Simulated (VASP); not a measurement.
# Rb (P6_3/mmc) in VASP: single point with LDA

Aim: the single point of Rb with LDA.

All numbers are computed with VASP 6.6.1; they aren't measurements. Logs are shortened: lines on timing, memory, paths and dates and some standing lists are left out, and cuts for length are marked.

## Step 1: The structure

The structure is hexagonal, space group P6_3/mmc (No. 194). Conventional cell: a = 5.088 Å, b = 5.088 Å, c = 8.442 Å, α = 90.00°, β = 90.00°, γ = 120.00°.

This isn't the form of Rb at room conditions, which is bcc.

## Step 2: Single point, LDA

The input, INCAR:

```
SYSTEM = Rb
ALGO     = Normal         ! electronic algorithm
EDIFF    = 1E-6           ! SCF threshold, eV
ENCUT    = 520            ! plane-wave cutoff, eV
GGA      = CA             ! functional
ISIF     = 2              ! what is computed and relaxed
ISMEAR   = 0              ! smearing method
LASPH    = .TRUE.         ! aspherical terms in the spheres
LCHARG   = .FALSE.        ! write CHGCAR
LREAL    = .FALSE.        ! projectors in reciprocal space
LWAVE    = .FALSE.        ! write WAVECAR
NBANDS   = 16             ! bands
NELM     = 100            ! most SCF steps
PREC     = Accurate       ! precision mode
SIGMA    = 0.1            ! smearing width, eV
```

The input, KPOINTS:

```
k-points
0
G
  6 6 2
  0 0 0
```

The input, POSCAR:

```
Rb
1.0
    5.0882069760      0.0000000000      0.0000000000
   -2.5441034880      4.4065165009      0.0000000000
    0.0000000000      0.0000000000      8.4420579800
Rb
2
Direct
    0.3333333300      0.6666666700      0.2500000000
    0.6666666700      0.3333333300      0.7500000000
```

Potentials or basis: VASP PAW LDA potentials, release 64 (Rb_sv).

On the command line:

```
$ cat potpaw_LDA.64/Rb_sv/POTCAR > POTCAR
$ mpirun -np 1 vasp_std > vasp.out
```

OUTCAR:

```text
SYSTEM = Rb
   EDIFF = 1E-6
   ENCUT = 520
   GGA = CA
   ISIF = 2
   ISMEAR = 0
   LASPH = .TRUE.
   LREAL = .FALSE.
   NELM = 100
   PREC = Accurate

 ion  position               nearest neighbor table
   1  0.333  0.667  0.250-   2 5.14   2 5.14   2 5.14   2 5.14   2 5.14   2 5.14
   2  0.667  0.333  0.750-   1 5.14   1 5.14   1 5.14   1 5.14   1 5.14   1 5.14

  LATTYP: Found a hexagonal cell.
 ALAT       =     5.0882069760
 C/A-ratio  =     1.6591420160

  Lattice vectors:

 A1 = (   5.0882069760,   0.0000000000,   0.0000000000)
 A2 = (  -2.5441034880,   4.4065165009,   0.0000000000)
 A3 = (   0.0000000000,   0.0000000000,   8.4420579800)

Analysis of symmetry for initial positions (statically):
=====================================================================
 Subroutine PRICEL returns:
 Original cell was already a primitive cell.

 Routine SETGRP: Setting up the symmetry group for a
 hexagonal supercell.

 Subroutine GETGRP returns: Found 24 space group operations
 (whereof 12 operations were pure point group operations)
 out of a pool of 24 trial point group operations.

The static configuration has the point symmetry D_3d.
 The point group associated with its full space group is D_6h.

Analysis of symmetry for dynamics (positions and initial velocities):
=====================================================================
 Subroutine PRICEL returns:
 Original cell was already a primitive cell.

 Routine SETGRP: Setting up the symmetry group for a
 hexagonal supercell.

 Subroutine GETGRP returns: Found 24 space group operations
 (whereof 12 operations were pure point group operations)
 out of a pool of 24 trial point group operations.

The dynamic configuration has the point symmetry D_3d.
 The point group associated with its full space group is D_6h.

 Subroutine INISYM returns: Found 24 space group operations
 (whereof 12 operations are pure point group operations),
 and found     1 'primitive' translations

----------------------------------------------------------------------------------------

                                     Primitive cell

  volume of cell :     189.2816

  direct lattice vectors                    reciprocal lattice vectors
     5.088206976  0.000000000  0.000000000     0.196532886  0.113468314  0.000000000
    -2.544103488  4.406516501  0.000000000     0.000000000  0.226936629  0.000000000
     0.000000000  0.000000000  8.442057980     0.000000000  0.000000000  0.118454529

  length of vectors
     5.088206976  5.088206976  8.442057980     0.226936629  0.226936629  0.118454529

  position of ions in fractional coordinates (direct lattice)
     0.333333330  0.666666670  0.250000000
     0.666666670  0.333333330  0.750000000

  ion indices of the primitive-cell ions
   primitive index   ion index
                 1           1
                 2           2

----------------------------------------------------------------------------------------

 KPOINTS: k-points

Automatic generation of k-mesh.
 Grid dimensions read from file:
 generate k-points for:    6    6    2

 Generating k-lattice:

  Cartesian coordinates                     Fractional coordinates (reciprocal lattice)
     0.032755481  0.018911386  0.000000000     0.166666667 -0.000000000  0.000000000
     0.000000000  0.037822771  0.000000000     0.000000000  0.166666667  0.000000000
     0.000000000  0.000000000  0.059227264     0.000000000  0.000000000  0.500000000

  Length of vectors
     0.037822771  0.037822771  0.059227264

  Shift w.r.t. Gamma in fractional coordinates (k-lattice)
     0.000000000  0.000000000  0.000000000

 Subroutine IBZKPT returns following result:
 ===========================================

 Found     14 irreducible k-points:

 Following reciprocal coordinates:
            Coordinates               Weight
  0.000000  0.000000  0.000000      1.000000
  0.166667  0.000000  0.000000      6.000000
  0.333333  0.000000  0.000000      6.000000
  0.500000  0.000000  0.000000      3.000000
  0.166667  0.166667  0.000000      6.000000
  0.333333  0.166667  0.000000     12.000000
  0.333333  0.333333  0.000000      2.000000
  0.000000  0.000000  0.500000      1.000000
  0.166667  0.000000  0.500000      6.000000
  0.333333  0.000000  0.500000      6.000000
  0.500000  0.000000  0.500000      3.000000
  0.166667  0.166667  0.500000      6.000000
  0.333333  0.166667  0.500000     12.000000
  0.333333  0.333333  0.500000      2.000000
   k-points           NKPTS =     14   k-points in BZ     NKDIM =     14   number of bands    NBANDS=     16
   number of dos      NEDOS =    301   number of ions     NIONS =      2
   total plane-waves  NPLWV = 102400
   dimension x,y,z NGX =    40 NGY =   40 NGZ =   64
   dimension x,y,z NGXF=    80 NGYF=   80 NGZF=  128
   ions per type =               2
   NGX,Y,Z   is equivalent  to a cutoff of  13.07, 13.07, 12.60 a.u.
   NGXF,Y,Z  is equivalent  to a cutoff of  26.14, 26.14, 25.21 a.u.
 SYSTEM =  Rb
   PREC   = accura    normal or accurate (medium, high low for compatibility)
   ISTART =      0    job   : 0-new  1-cont  2-samecut
   ICHARG =      2    charge: 1-file 2-atom 10-const
   ISPIN  =      1    spin polarized calculation?
   LNONCOLLINEAR =      F non collinear calculations
   LSORBIT =      F    spin-orbit coupling
   LASPH  =      T    aspherical Exc in radial PAW
   ENCUT  =  520.0 eV  38.22 Ry    6.18 a.u.   9.46  9.46 15.70*2*pi/ulx,y,z
   NELM   =    100;   NELMIN=  2; NELMDL= -5     # of ELM steps
   EDIFF  = 0.1E-05   stopping-criterion for ELM
   LREAL  =      F    real-space projection
   EDIFFG = 0.1E-04   stopping-criterion for IOM
   NSW    =      0    number of steps for IOM
   IBRION =     -1    ionic relax: 0-MD 1-quasi-New 2-CG
   NFREE  =      0    steps in history (QN), initial steepest desc. (CG)
   ISIF   =      2    stress and relaxation
   ISYM   =      2    0-nonsym 1-usesym 2-fastsym
   POTIM  = 0.5000    time-step for ionic-motion
   TEBEG  =    0.0;   TEEND  =   0.0 temperature during run
   PSTRESS=    0.0 pullay stress
   NELECT =      18.0000    total number of electrons
   NUPDOWN=      -1.0000    fix difference up-down
   EMIN   =  10.00;   EMAX   =-10.00  energy-range for DOS
   EFERMI =   0.00;   METHOD = LEGACY
   ISMEAR =     0;   SIGMA  =   0.10  broadening in eV -4-tet -1-fermi 0-gaus
   EFERMI_NEDOS =   21; number of points for ismear=-14 and -15
   IALGO  =     38    algorithm
   IMIX   =      4    mixing-type and parameters
     AMIX     =   0.40;   BMIX     =  1.00
     AMIX_MAG =   1.60;   BMIX_MAG =  1.00
  volume/ion in A,a.u.               =      94.64       638.67
  Fermi-wavevector in a.u.,A,eV,Ry     =   0.747245  1.412088  7.597148  0.558375
  Thomas-Fermi vector in A             =   1.843255
   LORBIT       =      0    0 simple, 1 ext, 2 COOP (PROOUT), +10 PAW based schemes
   GGA     = CA    functional components
   LHFCALC =     F    Hartree Fock is set to
   AEXX    =    0.0000 exact exchange contribution
   IVDW    =     0    specifies the selected vdW correction
   LEPSILON=     F    determine dielectric tensor
   LRPA    =     F    only Hartree local field effects (RPA)
 non-spin polarized calculation
 Gauss-broadening in eV      SIGMA  =   0.10
  energy-cutoff  :      520.00
  volume of cell :      189.28
 maximum number of plane-waves:      5143
 NGX is ok and might be reduce to    40
   NGX = 19   NGY = 19   NGZ = 31

 number of electron      18.0000000 magnetization

 Free energy of the ion-electron system (eV)
  ---------------------------------------------------
  ext. energy  EPLUGINS =         0.00000000
  ---------------------------------------------------
  free energy    TOTEN  =        -2.09957301 eV

  energy without entropy =       -2.09637767  energy(sigma->0) =       -2.09797534

 E-fermi :  -0.2114     XC(G=0):  -5.5760

 val. band max:       -0.2391045018   @ k =   0.0000   0.0000   0.0000
 cond. band min:      -0.0251762456   @ k =   0.3333   0.1667   0.5000
 fundamental gap:      0.2139282562
 Fermi energy:        -0.2114460263

 k-point     1 :       0.0000    0.0000    0.0000
  band No.  band energies     occupation
      1     -29.1024      2.00000
      2     -29.0994      2.00000
      3     -13.2878      2.00000
      4     -13.2183      2.00000
      5     -13.2183      2.00000
      6     -13.2076      2.00000
[... 8 lines left out ...]
     15       3.4663      0.00000
     16       3.4663      0.00000

 k-point     2 :       0.1667    0.0000    0.0000
  band No.  band energies     occupation
      1     -29.1016      2.00000
      2     -29.0990      2.00000
      3     -13.2806      2.00000
      4     -13.2353      2.00000
      5     -13.2250      2.00000
      6     -13.2235      2.00000
[... 8 lines left out ...]
     15       3.2935      0.00000
     16       3.4429      0.00000

 k-point     3 :       0.3333    0.0000    0.0000
  band No.  band energies     occupation
      1     -29.1000      2.00000
      2     -29.0983      2.00000
      3     -13.2696      2.00000
      4     -13.2635      2.00000
      5     -13.2585      2.00000
      6     -13.2334      2.00000
[... 8 lines left out ...]
     15       3.1975      0.00000
     16       3.7676      0.00000

 k-point     4 :       0.5000    0.0000    0.0000
  band No.  band energies     occupation
      1     -29.0991      2.00000
      2     -29.0981      2.00000
      3     -13.2869      2.00000
      4     -13.2748      2.00000
      5     -13.2512      2.00000
      6     -13.2383      2.00000
[... 8 lines left out ...]
     15       3.0419      0.00000
     16       3.7921      0.00000
[... 134 lines left out ...]
 k-point    12 :       0.1667    0.1667    0.5000
  band No.  band energies     occupation
      1     -29.0994      2.00000
      2     -29.0994      2.00000
      3     -13.2647      2.00000
      4     -13.2647      2.00000
      5     -13.2324      2.00000
      6     -13.2324      2.00000
[... 8 lines left out ...]
     15       3.1622      0.00000
     16       3.1622      0.00000

 k-point    13 :       0.3333    0.1667    0.5000
  band No.  band energies     occupation
      1     -29.0986      2.00000
      2     -29.0986      2.00000
      3     -13.2814      2.00000
      4     -13.2814      2.00000
      5     -13.2424      2.00000
      6     -13.2424      2.00000
[... 8 lines left out ...]
     15       3.1590      0.00000
     16       3.1590      0.00000

 k-point    14 :       0.3333    0.3333    0.5000
  band No.  band energies     occupation
      1     -29.0983      2.00000
      2     -29.0983      2.00000
      3     -13.2742      2.00000
      4     -13.2742      2.00000
      5     -13.2603      2.00000
      6     -13.2603      2.00000
[... 8 lines left out ...]
     15       3.3811      0.00000
     16       3.3811      0.00000

------------------------ aborting loop because EDIFF is reached ----------------------------------------

  FORCE on cell =-STRESS in cart. coord.  units (eV):
  Direction    XX          YY          ZZ          XY          YZ          ZX
  --------------------------------------------------------------------------------------
  -------------------------------------------------------------------------------------
  Total       -0.4589931     -0.4589931     -0.8383091      0.0000000      0.0000000      0.0000000
  in kB       -3.8851543     -3.8851543     -7.0958801      0.0000000      0.0000000      0.0000000
  external PRESSURE =      -4.9553962 kB  Pullay stress =       0.0000000 kB

 VOLUME and BASIS-vectors are now :
 -----------------------------------------------------------------------------
  energy-cutoff  :      520.00
  volume of cell :      189.28
      direct lattice vectors                 reciprocal lattice vectors
     5.088206976  0.000000000  0.000000000     0.196532886  0.113468314  0.000000000
    -2.544103488  4.406516501  0.000000000     0.000000000  0.226936629  0.000000000
     0.000000000  0.000000000  8.442057980     0.000000000  0.000000000  0.118454529

 POSITION                                       TOTAL-FORCE (eV/Angst)
 -----------------------------------------------------------------------------------
     -0.00000      2.93768      2.11051        -0.000000      0.000000      0.000000
      2.54410      1.46884      6.33154         0.000000     -0.000000      0.000000
 -----------------------------------------------------------------------------------
    total drift:                               -0.000005      0.000003     -0.000000

  FREE ENERGIE OF THE ION-ELECTRON SYSTEM (eV)
  ---------------------------------------------------
  free  energy   TOTEN  =        -2.0995730061 eV

  energy  without entropy=       -2.0963776696  energy(sigma->0) =       -2.09797534
```

Run time: 58 s. Hardware: 1 thread of Intel Xeon Platinum 8375C at 2.90GHz (Ice Lake), shared host; peak memory 0.24 GiB.

What came out:

| Item | Value |
| --- | --- |
| Free energy | -2.0996 eV |
| Pressure | -0.5 GPa |
| Band gap on the k mesh | none (metal or under the smearing width) |

Stress tensor (GPa, compression positive):
```
-0.39  0.00  0.00
 0.00 -0.39  0.00
 0.00  0.00 -0.71
```

Caveat: the k mesh is coarse (spacing up to 0.37 Å⁻¹), so the values aren't converged.
